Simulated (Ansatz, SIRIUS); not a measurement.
## SnO: 6 runs at one level of theory

```
CELL_PARAMETERS angstrom
3.81370 0.00000 0.00000
0.00000 3.81370 0.00000
0.00000 0.00000 4.88691
ATOMIC_POSITIONS crystal
Sn 0.50000 0.00000 0.76463
Sn 0.00000 0.50000 0.23537
O 0.00000 0.00000 0.00000
O 0.50000 0.50000 0.00000
```

The cell is a database's computed one, not the measured one.

Alike in all runs: task band structure; functional PBE; k mesh 7 × 7 × 6; occupations fermi-dirac, width 0.05 eV; no spin polarisation; no spin-orbit coupling. Pressure is positive in compression and, in plane waves, holds the error of the finite cutoff, which Ansatz's Pulay term estimates and takes out.

| program and potentials | plane-wave cutoff (eV) | notes | band gap (eV) | pressure (GPa) | largest force (eV/Å) |
| --- | --- | --- | --- | --- | --- |
| Ansatz, Ansatz PAW polarizable | 420 | 10 valence electrons an atom on average; Pulay term of +0.46 GPa included | 0.37 | 3.60 | 0.370 |
| SIRIUS, all-electron FP-LAPW (Koelling-Harmon valence), apw+lo standard | - | - | 0.38 | - | 0.311 |
| Ansatz, all-electron LAPW, scalar-relativistic | - | - | 0.37 | 3.57 | 0.367 |
| Ansatz, Ansatz PAW (files of its older set among them) | 930 | 14 valence electrons an atom on average | 0.37 | 3.57 | 0.369 |
| SIRIUS, all-electron FP-LAPW (ZORA valence), apw+lo standard | - | - | 0.38 | - | 0.311 |
| Ansatz, Ansatz NC | 1240 | 10 valence electrons an atom on average; Pulay term of +0.03 GPa included | 0.38 | 3.61 | 0.370 |

Force on atom 1 (Sn), eV/Å:

```json
{"program and potentials": "Ansatz, Ansatz PAW polarizable", "x": "0.000", "y": "0.000", "z": "-0.370"}
{"program and potentials": "SIRIUS, all-electron FP-LAPW (Koelling-Harmon valence), apw+lo standard", "x": "0.000", "y": "0.000", "z": "-0.311"}
{"program and potentials": "Ansatz, all-electron LAPW, scalar-relativistic", "x": "0.000", "y": "0.000", "z": "-0.367"}
{"program and potentials": "Ansatz, Ansatz PAW (files of its older set among them)", "x": "0.000", "y": "0.000", "z": "-0.369"}
{"program and potentials": "SIRIUS, all-electron FP-LAPW (ZORA valence), apw+lo standard", "x": "0.000", "y": "0.000", "z": "-0.311"}
{"program and potentials": "Ansatz, Ansatz NC", "x": "0.000", "y": "0.000", "z": "-0.370"}
```

The band gap spans 0.37 (Ansatz, Ansatz PAW polarizable) to 0.38 eV (Ansatz, Ansatz NC), with all-electron results at 0.37 to 0.38. The pressure spans 3.57 (Ansatz, all-electron LAPW, scalar-relativistic) to 3.61 GPa (Ansatz, Ansatz NC), with all-electron results at 3.57.

The functional is the same throughout but for its coding, so the spread measures potentials, basis and numerics; runs on potential files found faulty are left out.
